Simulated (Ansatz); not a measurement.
# Zr (bcc type): a single-point run

The task is a single-point run on Zr (bcc type).

Program: Ansatz 0.2.0. Level of theory: Kohn-Sham DFT, with the functional, basis and potentials that each input names. These are calculated values, not measurements.

1 further run of the same task is left out (set aside as unsound or not needed).

## (1) The starting structure

The structure is cubic, space group Im-3m (No. 229). The conventional cell has a = 3.545 Å, b = 3.545 Å, c = 3.545 Å, α = 90.00°, β = 90.00°, γ = 90.00°. Zr (site symmetry m-3m) has 8 Zr at 3.07 Å as nearest neighbours.

As a file:

```xyz
1
Lattice="-1.7724 1.7724 1.7724 1.7724 -1.7724 1.7724 1.7724 1.7724 -1.7724" Properties=species:S:1:pos:R:3 pbc="T T T"
Zr    0.0000    0.0000    0.0000
```

## (2) Running it

File input.yaml:

```yaml
crystal:
  lattice:
    - [-1.772415209, 1.772415209, 1.772415209]
    - [1.772415209, -1.772415209, 1.772415209]
    - [1.772415209, 1.772415209, -1.772415209]
  atoms:
    - { symbol: Zr, position: [0.0, 0.0, 0.0] }
kpoints:
  mp_grid: { grid: [16, 16, 16] }
scf:
  occupations: { method: fermi_dirac, width: 0.05 }
  max_iter: 60
hamiltonian:
  xc: pbe
  pseudopotentials: { kind: nc }
output:
  forces: true
  stress: true
  eigenvalues: true
  efg: { contact_densities: true }
magnetization:
  spin_polarized: true
  spin_orbit: true
```

Launch:

```bash
$ ansatz run input.yaml --threads 1 --pin off --max-ram 2048MiB --backend cpu --events-out ev --progress --plain --runs-dir out
```

**Question.** How will this run end, and is anything wrong with its input?

The program refused the input before any cycle. Its message: «3 input errors — fix all and re-run 1. inconsistent input (magnetization.spin_orbit, magnetization.noncollinear): true requires noncollinear: true — spin–orbit coupling acts on 2-spinor wavefunctions; set both flags»

Look at the input: magnetization.spin_orbit is true. Spin-orbit coupling needs two-component spinors and fully relativistic potentials, and the input doesn't provide both.

Fix: delete magnetization.spin_orbit (the default then holds).
